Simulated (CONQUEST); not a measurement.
## BaZrO3 in CONQUEST: convergence with k mesh

Input of the first run (k mesh 1 × 1 × 1); the others differ in this setting and in those tied to it:

The input Conquest_input:

```
IO.Title BaZrO3
IO.Coordinates coords.dat
IO.FractionalAtomicCoords T
IO.Iprint 2
IO.Iprint_init 1
General.NumberOfSpecies 3
General.PseudopotentialType hamann
AtomMove.TypeOfRun static
AtomMove.FullStress T
Grid.GridCutoff 150
DM.SolutionMethod diagon
Diag.MPMesh T
Diag.GammaCentred T
Diag.MPMeshX 1
Diag.MPMeshY 1
Diag.MPMeshZ 1
Diag.kT 0.00183747
minE.SCTolerance 1e-6
SC.MaxIters 100
IO.AtomChargeOutput T
%block ChemicalSpeciesLabel
1 137.330 Ba
2 91.220 Zr
3 16.000 O
%endblock
```

coords.dat

```
    7.9204846952     0.0000000000     0.0000000000
    0.0000000000     7.9204846952     0.0000000000
    0.0000000000     0.0000000000     7.9204846952
5
  0.9747540000   0.0248710000   0.0007920000 1 T T T
  0.4981420000   0.5016260000   0.5290600000 2 T T T
  0.9760160000   0.5053810000   0.4964720000 3 T T T
  0.4947410000   0.0070800000   0.5155750000 3 T T T
  0.4973620000   0.4979550000   0.0182960000 3 T T T
```

Potentials or basis: PseudoDojo NC PBE, SZP, grid cutoff 150 Ha.

Command:

```sh
$ OMP_NUM_THREADS=1 Conquest
```

The cell isn't the ideal one: atoms moved at random.

Hardware: 1 thread of AMD EPYC 7B13 (Zen 3), with other jobs on the host.

Q: The values tried are 1 × 1 × 1, 2 × 2 × 2, 3 × 3 × 3, 4 × 4 × 4, 5 × 5 × 5, 6 × 6 × 6, 8 × 8 × 8, 9 × 9 × 9, loosest first. From which on does the energy stay within 1 meV/atom of the tightest run that finished?

A: From 5 × 5 × 5 on.

```
   k mesh  energy less the tightest run, at zero smearing (meV/atom)  pressure (GPa)  gap on the mesh (eV)  SCF cycles  CPU time (s)  peak memory (GiB)
1 × 1 × 1                                                    3942.31           51.45                 0.416          17            68                1.1
2 × 2 × 2                                                     142.38           11.79                 2.395          10            63                1.1
3 × 3 × 3                                                      13.12            9.87                 2.790           8            62                1.1
4 × 4 × 4                                                       1.35            9.67                 2.619           8            82                1.1
5 × 5 × 5                                                       0.04            9.65                 2.716           8            90                1.1
6 × 6 × 6                                                      -0.06            9.64                 2.625           8           150                1.1
8 × 8 × 8                                                      -0.01            9.64                 2.625           8           250                1.1
9 × 9 × 9                                                       0.00            9.64                 2.655           8           280                1.1
```

Against the tightest run, the pressure stays within 0.1 GPa from 4 × 4 × 4 on. Not settled before the last step: the gap on the mesh (to 0.01 eV). Meshes of other sizes hit other points, so gaps and Fermi surfaces needn't settle smoothly. The tightest run that finished is the yardstick and may itself not be fully converged.

Caveat, for the tightest run too: the atomic basis is small; the real-space grid is too coarse here: the forces don't sum to zero and aren't listed, and the energy moves when atoms move against the grid; spin-orbit coupling is left out, which moves the levels of the heavy elements; an odd mesh through Γ misses points on the zone boundary, where band edges often lie; the basis of atomic orbitals isn't converged, which shifts pressures, moduli and gaps.
